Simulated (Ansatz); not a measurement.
# ⁷³Ge nuclear quadrupole resonance in Ge at a changed volume

Cell: a structure deposited in the COD, relaxed with PBE at fixed cell and then changed (volume scaled by 1.06, ions relaxed).

```cif
data_Ge
_symmetry_space_group_name_H-M 'P4_32_12'
_symmetry_Int_Tables_number 96
_cell_length_a 6.0463
_cell_length_b 6.0463
_cell_length_c 7.1169
_cell_angle_alpha 90.000
_cell_angle_beta 90.000
_cell_angle_gamma 90.000
loop_
_atom_site_label
_atom_site_type_symbol
_atom_site_symmetry_multiplicity
_atom_site_Wyckoff_symbol
_atom_site_fract_x
_atom_site_fract_y
_atom_site_fract_z
Ge1 Ge 4 a 0.0870 0.0870 0.0000
Ge5 Ge 8 b 0.1710 0.3705 0.2519
```

One atom of each set is listed.

All values are calculated (Ansatz; DFT, PBE, plane waves and PAW, scalar-relativistic, 420 eV cutoff, Γ-centred 8×8×7 k-points, Fermi–Dirac smearing 0.02 eV), not measured.

⁷³Ge: I = 9/2, Q = -196.0 mb (year-2017 value). Static lattice, zero field.

Sites with a gradient: Ge1 (4 atoms; 4 Ge at 2.53 Å); Ge5 (8 atoms; 4 Ge at 2.53–2.56 Å).

(1) The simulated spectrum has lines at 1.89, 2.20, 2.48, 2.68, 2.80, 3.14, 3.52, 4.00, 4.37, 5.00 MHz. Sort them into the sets that belong together, and say which site each set most likely comes from.

Results:

(1) For I = 9/2 and η = 0 the lines are |C_Q|/24 times 1, 2, 3 and 4; η shifts the lowest up most. At large η the states mix, and weaker lines appear at sums of the main ones; lines under 5 % of the strongest are left out. Ge1: 1.89, 2.48, 2.68, 3.52, 4.37 MHz (|C_Q| = 22.1 MHz, η = 0.72). Ge5: 2.20, 2.80, 3.14, 4.00, 5.00 MHz (|C_Q| = 25.2 MHz, η = 0.75).

The sites follow from the calculation. Like point charges on the first shell alone (each adding as 1/d³) would put Ge1 above Ge5: the covalent part of each bond and the atoms beyond the first shell count as well.

With a gap of 0.4 eV on this mesh, the gradients can still move by some per cent as the k-mesh gets denser.

The relaxation (3 steps) took 50 s of wall time (3.2 min of CPU time) and 1.9 GiB at its peak, on 4 threads of Intel Xeon 6975P-C (Granite Rapids) (x86_64; 16 cores open to the job, memory cap 8.0 GiB, no GPU), a shared host with a load of 0.5 a core.
